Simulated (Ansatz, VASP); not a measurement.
**Be: VASP beside Ansatz**

INCAR

```
  PREC = Accurate
  ENCUT = 520
  EDIFF = 1E-6
  ISMEAR = -1
  SIGMA = 0.1
  LREAL = F
  LASPH = T
  NELM = 100
  ALGO = Normal
  ISIF = 2
  LWAVE = F
  LCHARG = T
  GGA = RP
  LELF = T
  LVHAR = T
  NBANDS = 7
```

KPOINTS

```
regular mesh
0
Gamma
  20 20 20
```

Contents of POSCAR:

```
Be
1.0
   -1.2271888596      1.2271888596      1.2271888596
    1.2271888596     -1.2271888596      1.2271888596
    1.2271888596      1.2271888596     -1.2271888596
Be
1
Direct
    0.0000000000      0.0000000000      0.0000000000
```

Input for Ansatz:

```yaml
crystal:
  lattice:
    - [-1.2271888596, 1.2271888596, 1.2271888596]
    - [1.2271888596, -1.2271888596, 1.2271888596]
    - [1.2271888596, 1.2271888596, -1.2271888596]
  atoms:
    - { symbol: Be, position: [0.0, 0.0, 0.0] }
hamiltonian:
  xc: rpbe
  pseudopotentials:
    kind: paw
    azcp:
      Be: "pseudopotentials/Be.paw.azcp"
basis:
  ecutwfc: 420
  fft_grid_basis: typed
kpoints:
  mp_grid: { grid: [20, 20, 20], shift: [0, 0, 0] }
magnetization:
  spin_polarized: false
scf:
  occupations: { method: fermi_dirac, width: 0.1 }
  lower_state_search: "off"
output:
  stress: true
```

Alike in both runs: task single point; functional RPBE; k mesh 20 × 20 × 20; occupations fermi-dirac, width 0.1 eV; no spin polarisation.

|  | VASP | Ansatz |
| --- | --- | --- |
| version | VASP 6.6.1 | Ansatz 0.2.0 |
| potentials or method | VASP PAW PBE potentials, release 64 (Be) | plane waves (420 eV) with PAW, scalar-relativistic |
| plane-wave cutoff (eV) | 520 | 420 |
| valence electrons in the cell | 2 | 2 |

```tsv
	VASP	Ansatz	Ansatz less VASP
pressure (GPa)	11.2	11.2	-0.04
```

Caveats: the PAW data sets were made with another functional, which shifts forces and pressure a little (VASP).
